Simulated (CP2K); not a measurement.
Runs of CP2K 2026.2 on Pb. It takes space group C2/m (No. 12, monoclinic). Conventional cell: a = 6.077 Å, b = 3.501 Å, c = 6.452 Å, α = 90.00°, β = 109.14°, γ = 90.00°. Pb (site symmetry m) is surrounded by 10 Pb at 3.34 to 3.51 Å. This isn't the form of Pb at room conditions, which is fcc.

```tsv
task	level	potentials or basis	cell	smearing	EPS_DEFAULT	NGRIDS	potentials	points a segment of the path (NPOINTS)	bands added on the path	gap on the mesh (eV)	pressure (GPa)	largest force (eV/Å)
band structure	PBEsol	POTENTIAL_UZH Pb GTH-PBE-q4; TZVP-MOLOPT-PBE-GTH basis	as given	fermi-dirac 0.01 eV	1.0E-9	5	Pb GTH-PBE-q4 of POTENTIAL_UZH	8	4	none	0.7	0.03
single point	PBEsol	POTENTIAL_UZH Pb GTH-PBE-q4; TZVP-MOLOPT-PBE-GTH basis	as given	fermi-dirac 0.05 eV	1.0E-10	5	Pb GTH-PBE-q4 of POTENTIAL_UZH	-	-	none	0.8	0.03
band structure	LDA	GTH_POTENTIALS Pb GTH-PADE-q4; TZVP-MOLOPT-PBE-GTH basis	as given	fermi-dirac 0.1 eV	1.0E-9	4	Pb GTH-PADE-q4 of GTH_POTENTIALS	6	2	none	(a)	0.22
single point	PBEsol	POTENTIAL_UZH Pb GTH-PBE-q4; TZVP-MOLOPT-PBE-GTH basis	atoms moved at random, drawn with an rms of 0.05 Å	fermi-dirac 0.05 eV	1.0E-10	5	Pb GTH-PBE-q4 of POTENTIAL_UZH	-	-	none	0.6	0.09
```

Alike in all rows: no spin polarisation; k mesh 9 × 9 × 5.

Task: Estimate the missing entries.

Result: (a) -4.1.

Caveats: the basis of atomic orbitals isn't converged, which shifts pressures, moduli and gaps; the potentials were made for another functional, which shifts forces and pressure (some runs); spin-orbit coupling is left out, which moves the levels of the heavy elements (some runs).

A k mesh can miss the band edges, and the runs leave out spin-orbit coupling on Pb.

A gap of «none» marks a metal or a gap under the smearing width.
